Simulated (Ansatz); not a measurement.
Runs of Ansatz 0.2.0 on SnO2 (Cassiterite). Symmetry: P4_2/mnm, No. 136, tetragonal system. The conventional cell has a = 4.738 Å, b = 4.738 Å, c = 3.187 Å, α = 90.00°, β = 90.00°, γ = 90.00°. Sn (site symmetry mmm) has 6 O at 2.05 to 2.06 Å as nearest neighbours. Around O (site symmetry m2m) lie 3 Sn at 2.05 to 2.06 Å. 

| task | level | cell | cutoff (eV) | points for each segment of the path | gap on the mesh (eV) | pressure (GPa) | relaxed volume (Å³/atom) |
| --- | --- | --- | --- | --- | --- | --- | --- |
| relaxation of cell and atoms | LDA | relaxed | 420 | - | 1.16 | 0.0 | (c) |
| relaxation of cell and atoms | SVWN5 | relaxed | 420 | - | 1.17 | 0.0 | (a) |
| relaxation of cell and atoms | r2SCAN | relaxed | 500 | - | 1.77 | 0.0 | (b) |
| band structure | RPBE | as given | 420 | 14 | 1.37 | 15.4 | - |

Alike in all rows: potentials or basis Ansatz PAW; no spin polarisation; k mesh 6 × 6 × 8; smearing fermi-dirac 0.05 eV.

Question: Estimate the missing entries.

Answer: (a) 11.85; (b) 12.09; (c) 11.86.

Caveats: spin-orbit coupling is left out, which moves the levels of the heavy elements; the PAW data sets come from PBE, with cores solved anew for the run's functional, which leaves a small shift of forces and pressure; the plane-wave basis is chosen anew once the cell has moved, so the energies of steps on either side of that aren't comparable (some runs); so large a pressure means that the cell lies far from this level's equilibrium, or that cutoff or potentials fall short (some runs).

A k mesh can miss the band edges, and the runs leave out spin-orbit coupling on Sn.

Runs at the PBE level aren't shown here.
